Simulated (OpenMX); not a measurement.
Crystal: AlRu.

```
Ru Al
1.0
     2.99160    0.00000    0.00000
     0.00000    2.99160    0.00000
     0.00000    0.00000    2.99160
Ru Al
1 1
Direct
  0.50000 0.50000 0.50000
  0.00000 0.00000 0.00000
```

Base run:

```yaml
Program: OpenMX 3.8.5
Functional: PBE
Dispersion: D4
Potentials_or_basis: OpenMX 2013 PBE set, Ru7.0-s3p2d2, Al7.0-s2p2d1, grid cutoff 400 Ry
k_mesh: 7 × 7 × 7
Occupations: fermi-dirac, width 0.05 eV
Spin: no spin polarisation
```

Its results: band gap on the k mesh none (metal or under the smearing width); pressure -1.3 GPa.

Task: After a change of settings the same cell gave: band gap on the k mesh none (metal or under the smearing width); pressure -2.3 GPa. Which change was it?
A. dispersion from D4 to none
B. dispersion from D4 to D3
C. dispersion from D4 to none; k mesh from 7 × 7 × 7 to 9 × 9 × 9

Result: B.

Caveats: the basis of atomic orbitals isn't converged, which shifts pressures, moduli and gaps; pairwise dispersion overbinds metals, which lowers pressure and volume.

Not every run made on this cell is shown here.
